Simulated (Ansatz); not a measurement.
Be (diamond): energy against volume

All numbers below come from DFT, PBE, plane waves (420 eV) with PAW, scalar-relativistic in Ansatz.

The cell is scaled uniformly from the relaxed one, with fractional coordinates and shape fixed. Energies are extrapolated to zero smearing, pressures are those at the given smearing. Magnetic state: spin not included.

A Birch-Murnaghan fit gives V₀ = 14.66 Å³/atom, B₀ = 44 GPa, B₀′ = 3.4.

Problem. What are the energy above the minimum and the pressure at 13.521 Å³/atom?

Solution. 13.8 meV/atom and 4.17 GPa as computed.

Problem. What are the energy above the minimum and the pressure at 15.284 Å³/atom?

Solution. 3.4 meV/atom and -1.65 GPa as computed.

Problem. What are the energy above the minimum and the pressure at 16.460 Å³/atom?

Solution. 25.6 meV/atom and -4.11 GPa as computed.
